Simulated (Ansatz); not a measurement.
**Si: checks on the settings of a gradient run**

More tests of how the quadrupolar parameters of Si respond to changes of cell, atoms or settings. The cell is an entry of the Crystallography Open Database (COD). Its positions were relaxed in an earlier run. Planned: a check of n_extra_bands with lower_state_search with ecutwfc.

Method: DFT, PBE, plane-wave PAW, default files, scalar-relativistic, as far as a step names no other, in Ansatz 0.2.0.

## 1. The starting structure

The structure is hexagonal, space group P6_3/mmc (No. 194). Conventional cell: a = 3.795 Å, b = 3.795 Å, c = 12.710 Å, α = 90.00°, β = 90.00°, γ = 120.00°. Around Si (site symmetry 3m) lie 4 Si at 2.34 to 2.35 Å. Si (site symmetry 3m) has 4 Si at 2.34 to 2.37 Å as nearest neighbours.

Coordinates:

```
Si
1.0
     3.79480    0.00000    0.00000
    -1.89740    3.28639    0.00000
     0.00000    0.00000   12.70990
Si
8
Direct
  0.00000 0.00000 0.40736
  0.00000 0.00000 0.90736
  0.00000 0.00000 0.09264
  0.00000 0.00000 0.59264
  0.33333 0.66667 0.34338
  0.66667 0.33333 0.84338
  0.33333 0.66667 0.15662
  0.66667 0.33333 0.65662
```

The earlier run gave: gap on the mesh 0.58 eV, largest force 0.002 eV/Å, pressure 2.9 GPa.

Site by site (atoms counted from 1):

```tsv
site	atoms	first shell	V_zz (10²¹ V/m²)	η	C_Q (MHz)
Si1	1, 2, 3, 4	4 Si at 2.34–2.35 Å	0.55	0.00	–
Si5	5, 6, 7, 8	4 Si at 2.34–2.37 Å	0.64	0.00	–
```

V_zz is the principal component of the electric field gradient with the largest magnitude, η = (V_xx − V_yy)/V_zz and C_Q = eQV_zz/h. Nuclear quadrupole moments: year-2017 set (Pyykkö). A dash under C_Q marks elements without a common quadrupolar isotope.

## 2. Settings changed: scf.n_extra_bands = 4, scf.lower_state_search = light, basis.ecutwfc = 800 eV

Input file input.yaml:

```yaml
crystal:
  lattice:
    - [3.7948, 0.0, 0.0]
    - [-1.8974, 3.2863932023, 0.0]
    - [0.0, 0.0, 12.7099]
  atoms:
    - { symbol: Si, position: [0.0, 0.0, 0.4073593136] }
    - { symbol: Si, position: [0.0, 0.0, 0.9073593136] }
    - { symbol: Si, position: [0.0, 0.0, 0.0926406864] }
    - { symbol: Si, position: [0.0, 0.0, 0.5926406864] }
    - { symbol: Si, position: [0.3333333333, 0.6666666667, 0.3433752464] }
    - { symbol: Si, position: [0.6666666667, 0.3333333333, 0.8433752464] }
    - { symbol: Si, position: [0.3333333333, 0.6666666667, 0.1566247536] }
    - { symbol: Si, position: [0.6666666667, 0.3333333333, 0.6566247536] }
kpoints:
  mp_grid: { grid: [8, 8, 3] }
scf:
  occupations: { method: fermi_dirac, width: 0.05 }
  n_extra_bands: 4
  lower_state_search: light
hamiltonian:
  xc: pbe
  pseudopotentials: { kind: paw }
output:
  forces: true
  stress: true
  populations: true
  efg: { contact_densities: true }
basis:
  ecutwfc: "800 eV"
```

On the command line:

```
ansatz run input.yaml --threads 1 --pin off --max-ram 2560MiB --backend cpu --events-out ev --progress --plain --runs-dir out
```

The program printed, shortened:

```text
Warning: RAYON_NUM_THREADS=1 ignored (pool sized by the plan → 1); use --threads N
scf.n_extra_bands = 4 over 16 filled bands (N_el = 32.0): the run solves 20 bands
[...]
Pseudopotentials: kind: paw
Pseudopotential: Si, paw, valence charge 4, recommended cutoff 420 eV (normal), Si.paw.azcp
Functional definition: PBE
[...]
Crystal: 8 atoms, lattice volume = 158.508 Å³
Basis set: ecut = 800 eV, 8129 PW (Γ), exchange–correlation on 72×72×240 points (8 copies of the dense FFT grid, shifted against one another)
Bands: 20, of which v1, the nominal top of the filled ones, is band 16 counted from 1 (15 counted from 0)
Symmetry: 24 space group operations
Space group: P63/mmc (ITA 194), of the structure as read, at distance tolerance 5.4e-5 Å
k-points: 20 of 192
[...]
SCF iter   1: F=—  HF=-5086.380068 eV  |F-HF|=—  |Δ(HF+E_count)|=         —  Δρ=1.24e-3  dr2=2.95e-3  ethr=1.77e-3  ⟨swp⟩=7.7  Hψ=2494  notcnv=0
[...]
SCF iter   6: F=-5086.381748 eV  HF=-5086.381748 eV  |F-HF|=9.72e-10  |Δ(HF+E_count)|=   1.38e-7  Δρ=1.47e-6  dr2=5.94e-9  ethr=3.13e-10  ⟨swp⟩=6.2  Hψ=1881  notcnv=0
[...]
SCF converged after 6 iterations
Free energy (F): -5086.381748 eV
[...]
E sigma→0 (E₀):  -5086.381693 eV
Entropy (-TS):   -0.000111 eV (-0.014 meV/atom)
Fermi energy:    6.767827 eV
[...]
--- Forces (eV/Å), atoms counted from 1 ---
  atom   1  Si    -0.00000000    -0.00000000    -0.00039987
  atom   2  Si    -0.00000000     0.00000000    -0.00039987
[...]
  atom   8  Si     0.00000000    -0.00000000    -0.00154626
[...]
--- Stress (GPa, compression-positive) ---
        3.989578       0.000000       0.000000
        0.000000       3.989578       0.000000
        0.000000       0.000000       0.779946
  P = ⅓ Tr σ = 2.9197 GPa (29.197 kbar)
--- PAW observables at the nuclei: V_zz in 10²¹ V/m², potentials from the cell's mean, atoms counted from 1 ---
[...]
            electrostatic potential = -1358.654532 V   contact ρ = 12810.515022 e/Å³
[...]
            electrostatic potential = -1358.654532 V   contact ρ = 12810.515022 e/Å³
[...]
            electrostatic potential = -1358.654532 V   contact ρ = 12810.515022 e/Å³
[...]
            electrostatic potential = -1358.654532 V   contact ρ = 12810.515022 e/Å³
[...]
            electrostatic potential = -1358.656740 V   contact ρ = 12810.639443 e/Å³
[...]
            electrostatic potential = -1358.656740 V   contact ρ = 12810.639443 e/Å³
[...]
            electrostatic potential = -1358.656740 V   contact ρ = 12810.639443 e/Å³
[...]
            electrostatic potential = -1358.656740 V   contact ρ = 12810.639443 e/Å³
--- Band table (eV; the first three rows and the last of 20) ---
  k-point 0: bands = ["-5.7021", "-4.9308", "-4.9185", "-3.4595", "-0.7232", "2.2205", "2.2468", "5.2057", "5.2057", "5.6470", "5.6470", "5.7835", "5.7835", "6.1659", "6.5148", "6.5148", "7.9940", "8.4298", "8.7033", "8.7874"]
[...]
--- Löwdin populations: 8 sites ---
  site symbol       q [e]
     0     Si      3.9560
     1     Si      3.9560
     2     Si      3.9560
     3     Si      3.9560
     4     Si      3.9681
     5     Si      3.9681
     6     Si      3.9681
     7     Si      3.9681
  spilling = 0.009494 (of n_electrons = 32.000000)
```

It took 11 s on 1 thread of Arm Neoverse V2, shared host; peak memory 0.55 GiB.

The run ends with gap on the mesh 0.58 eV, largest force 0.002 eV/Å, pressure 2.9 GPa.

Beside the values of step 1 (V_zz in 10²¹ V/m²):

```csv
site,atoms,"V_zz, PBE relaxed","V_zz, new settings","η, PBE relaxed","η, new settings"
Si1,"1, 2, 3, …",0.55,0.55,0.00,0.00
Si5,"5, 6, 7, …",0.64,0.64,0.00,0.00
```

The sizes of the gradients above 0.15 moved by less than 0.1 % at any site. The free energy moved by -0.3 meV/atom.

## 3. Summary of results

```
                                                                                             quantity                                                                value
                                                                                       state (step 1)  gap on the mesh 0.58 eV, largest force 0.002 eV/Å, pressure 2.9 GPa
                                                                     V_zz by site, step 1 (10²¹ V/m²)                                                   Si1 0.55, Si5 0.64
step 2 (scf.n_extra_bands = 4, scf.lower_state_search = light, basis.ecutwfc = 800 eV) against step 1                                          less than 0.1 % at any site
```

**Reading.** The largest gradient sits at Si5 (4 Si at 2.34–2.37 Å). With so small a gap the gradients can converge slowly in k; no denser mesh was tried here. With a gap of 0.6 eV on this mesh, small gradients can still move by 0.1 × 10²¹ V/m² or more as the k-mesh gets denser.
